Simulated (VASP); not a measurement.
Wanted: the native input for a VASP 6.6.1 run.

- Task: single point
- Functional: LDA
- Potentials or basis: VASP PAW LDA potentials, release 64 (Pb_d, S)
- Cutoff: 520 eV
- k mesh: 14 × 14 × 14
- Occupations: gaussian, width 0.15 eV
- Spin: no spin polarisation
- Dipole correction: no
- Further INCAR settings: ALGO = Fast; EDIFF = 1e-06; NBANDS = 17

The structure of PbS lies in POSCAR:

```
PbS
1.0
    3.9459517200      0.0000000000      0.0000000000
    0.0000000000      3.9459517200      0.0000000000
    0.0000000000      0.0000000000      3.6536590000
Pb S
1 1
Direct
    0.0000000000      0.0000000000      0.0000000000
    0.5000000000      0.5000000000      0.5000000000
```

Measurements of this composition are mostly on another form, of space group No. 225.

The cell isn't the ideal one: strain +0.080 along x and y, +0.000 along z, atoms carried along.

These files were run (other wordings do the same):

INCAR

```
PREC = Accurate ; ENCUT = 520
EDIFF = 1E-6 ; ISMEAR = 0
SIGMA = 0.15 ; LREAL = False
LASPH = True ; NELM = 100
ALGO = Fast ; ISIF = 2
LWAVE = False ; LCHARG = True
LELF = True ; LVHAR = True
NBANDS = 17
```

KPOINTS

```
regular mesh
0
Gamma
  14 14 14
```

Potentials or basis: VASP PAW LDA potentials, release 64 (Pb_d, S).

Launch:

```sh
$ cat potpaw_LDA.64/Pb_d/POTCAR potpaw_LDA.64/S/POTCAR > POTCAR
$ mpirun -np 1 vasp_std > vasp.out
```

It gave:

```
Pressure               : -10.0 GPa
Band gap on the k mesh : none (metal or under the smearing width)
```

Wall time 3.8 min on 1 thread of Intel(R) Xeon(R) Platinum 8559C (Emerald Rapids), on a shared host, peak memory 0.35 GiB.
